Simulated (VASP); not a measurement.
Calculation: LDA (Ceperley-Alder, Perdew-Zunger), VASP's LDA PAW potentials (set 64) (plane waves; VASP).

VASP input:

### KPOINTS
```
Automatic mesh
0
Gamma
6 6 6
0 0 0
```

### INCAR
```
SYSTEM = CsBr
PREC = Accurate; ENCUT = 520; LREAL = F
LASPH = T
EDIFF = 1E-6; NELM = 100; ALGO = Normal
LMAXMIX = 4
ISMEAR = 0; SIGMA = 0.05
IBRION = 2; NSW = 60; ISIF = 3
EDIFFG = -0.01
LWAVE = F; LCHARG = F
```

File POSCAR:
```
CsBr
1
    4.2900000000     0.0000000000     0.0000000000
    0.0000000000     4.2900000000     0.0000000000
    0.0000000000     0.0000000000     4.2900000000
Cs Br
1 1
Direct
  0.0000000000   0.0000000000   0.0000000000
  0.5000000000   0.5000000000   0.5000000000
```

POTCAR, in this order: Cs_sv Br (LDA.64 set). Program: vasp_std.

The resulting files:

### OSZICAR
```
       N       E                     dE             d eps       ncg     rms          rms(c)
DAV:   1     0.916949189573E+02    0.91695E+02   -0.65514E+03   480   0.112E+03
DAV:   2    -0.673584661967E+00   -0.92369E+02   -0.86452E+02   748   0.179E+02
DAV:   3    -0.695536062632E+01   -0.62818E+01   -0.62648E+01   600   0.537E+01
DAV:   4    -0.701299566662E+01   -0.57635E-01   -0.57622E-01   544   0.618E+00
DAV:   5    -0.701347781655E+01   -0.48215E-03   -0.48209E-03   600   0.555E-01    0.170E+00
DAV:   6    -0.679529609878E+01    0.21818E+00   -0.33151E-01   528   0.291E+00    0.104E+00
DAV:   7    -0.675362803933E+01    0.41668E-01   -0.13441E-01   596   0.187E+00    0.511E-01
DAV:   8    -0.675045083874E+01    0.31772E-02   -0.75396E-03   576   0.577E-01    0.801E-02
DAV:   9    -0.675026960820E+01    0.18123E-03   -0.12377E-03   632   0.201E-01    0.667E-02
DAV:  10    -0.675027103195E+01   -0.14238E-05   -0.86658E-05   540   0.672E-02    0.105E-02
DAV:  11    -0.675027332458E+01   -0.22926E-05   -0.11714E-05   600   0.196E-02    0.350E-03
DAV:  12    -0.675027318009E+01    0.14448E-06   -0.40425E-06   532   0.116E-02
   1 F= -.67502732E+01 E0= -.67502732E+01  d E =-.675027E+01
       N       E                     dE             d eps       ncg     rms          rms(c)
DAV:   1    -0.711865488293E+01   -0.36838E+00   -0.62815E+00   480   0.162E+01    0.266E+00
DAV:   2    -0.684656172713E+01    0.27209E+00   -0.41877E-01   488   0.379E+00    0.105E+00
DAV:   3    -0.678805588431E+01    0.58506E-01   -0.18373E-01   488   0.253E+00    0.408E-01
DAV:   4    -0.678591183004E+01    0.21441E-02   -0.55627E-03   512   0.500E-01    0.141E-01
DAV:   5    -0.678577061983E+01    0.14121E-03   -0.52279E-04   552   0.151E-01    0.666E-02
DAV:   6    -0.678575655248E+01    0.14067E-04   -0.39651E-05   528   0.431E-02    0.113E-02
DAV:   7    -0.678575576226E+01    0.79023E-06   -0.38277E-06   528   0.111E-02
   2 F= -.67857558E+01 E0= -.67857558E+01  d E =-.354826E-01
       N       E                     dE             d eps       ncg     rms          rms(c)
DAV:   1    -0.692668379406E+01   -0.14093E+00   -0.25156E+00   480   0.102E+01    0.167E+00
DAV:   2    -0.681834195066E+01    0.10834E+00   -0.16469E-01   488   0.240E+00    0.671E-01
DAV:   3    -0.679451395583E+01    0.23828E-01   -0.75025E-02   480   0.163E+00    0.256E-01
DAV:   4    -0.679370509233E+01    0.80886E-03   -0.21619E-03   508   0.314E-01    0.883E-02
DAV:   5    -0.679365094084E+01    0.54151E-04   -0.22586E-04   560   0.991E-02    0.421E-02
DAV:   6    -0.679364436017E+01    0.65807E-05   -0.17438E-05   516   0.283E-02    0.796E-03
DAV:   7    -0.679364406795E+01    0.29222E-06   -0.15256E-06   424   0.716E-03
   3 F= -.67936441E+01 E0= -.67936441E+01  d E =-.433709E-01
       N       E                     dE             d eps       ncg     rms          rms(c)
DAV:   1    -0.679538780540E+01   -0.17434E-02   -0.31347E-02   484   0.113E+00    0.186E-01
DAV:   2    -0.679403701768E+01    0.13508E-02   -0.20659E-03   496   0.269E-01    0.749E-02
DAV:   3    -0.679373769934E+01    0.29932E-03   -0.93855E-04   492   0.182E-01    0.288E-02
DAV:   4    -0.679372767119E+01    0.10028E-04   -0.27298E-05   520   0.353E-02    0.984E-03
DAV:   5    -0.679372701889E+01    0.65230E-06   -0.29491E-06   532   0.112E-02
   4 F= -.67937270E+01 E0= -.67937270E+01  d E =-.434538E-01
```

**OUTCAR**
```
------------------------ aborting loop because EDIFF is reached ----------------------------------------
  FORCE on cell =-STRESS in cart. coord.  units (eV):
  Direction    XX          YY          ZZ          XY          YZ          ZX
  --------------------------------------------------------------------------------------
  Total        0.0058130      0.0058130      0.0058130      0.0000000      0.0000000     -0.0000000
  in kB        0.1305515      0.1305515      0.1305515      0.0000000      0.0000000     -0.0000000
  external PRESSURE =       0.1305515 kB  Pullay stress =       0.0000000 kB
  volume of cell :       71.34
      direct lattice vectors                 reciprocal lattice vectors
     4.147410183 -0.000000000  0.000000000     0.241114323 -0.000000000  0.000000000
     0.000000000  4.147410183  0.000000000     0.000000000  0.241114323 -0.000000000
    -0.000000000  0.000000000  4.147410183    -0.000000000  0.000000000  0.241114323
 POSITION                                       TOTAL-FORCE (eV/Angst)
 -----------------------------------------------------------------------------------
      0.00000      0.00000      0.00000        -0.000000     -0.000000      0.000000
      2.07371      2.07371      2.07371         0.000000      0.000000      0.000000
 -----------------------------------------------------------------------------------
    total drift:                                0.000000      0.000000     -0.000000
  FREE ENERGIE OF THE ION-ELECTRON SYSTEM (eV)
  ---------------------------------------------------
  free  energy   TOTEN  =        -6.7937270189 eV

  energy  without entropy=       -6.7937270189  energy(sigma->0) =       -6.79372702

 reached required accuracy - stopping structural energy minimisation
```
(Selected blocks of OUTCAR.)

### CONTCAR
```
CsBr
   1.00000000000000
     4.1474101829043253   -0.0000000000000000    0.0000000000000000
     0.0000000000000000    4.1474101829043253    0.0000000000000000
    -0.0000000000000000    0.0000000000000000    4.1474101829043253
  Cs              Br
     1     1
Direct
     0.0000000000000000    0.0000000000000000    0.0000000000000000
     0.5000000000000000    0.5000000000000000    0.5000000000000000
```

Energy and stress use the plane-wave basis of the starting cell.

The compound is CsBr in the CsCl type structure. This run relaxes it. Symmetry was kept, so distortions that lower it aren't found.
